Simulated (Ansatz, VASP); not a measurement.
# One calculation of ZnSe, two programs

```xyz
2
Lattice="0.0000 2.7474 2.7474 2.7474 0.0000 2.7474 2.7474 2.7474 0.0000" Properties=species:S:1:pos:R:3 pbc="T T T"
Zn    0.0000    0.0000    0.0000
Se    1.3737    1.3737    1.3737
```

Change from the starting cell: hydrostatic strain -3.0%.

Alike in both runs: task single point; functional PBE; k mesh 8 × 8 × 8; occupations fermi-dirac, width 0.02 eV; no spin polarisation.

|  | VASP | Ansatz |
| --- | --- | --- |
| version | VASP 6.6.1 | Ansatz 0.2.0 |
| potentials or method | VASP PAW PBE potentials, release 64 (Zn, Se) | plane waves, PAW |
| plane-wave cutoff (eV) | 520 | 420 |
| valence electrons in the cell | 18 | 28 |

|  | VASP | Ansatz | Ansatz less VASP |
| --- | --- | --- | --- |
| gap on the k mesh at the Fermi level (eV) | 1.68 | 1.67 | -0.006 |
| pressure (GPa) | 10.0 | 9.6 | -0.34 |

The two sets of potentials don't hold the same shells in valence.
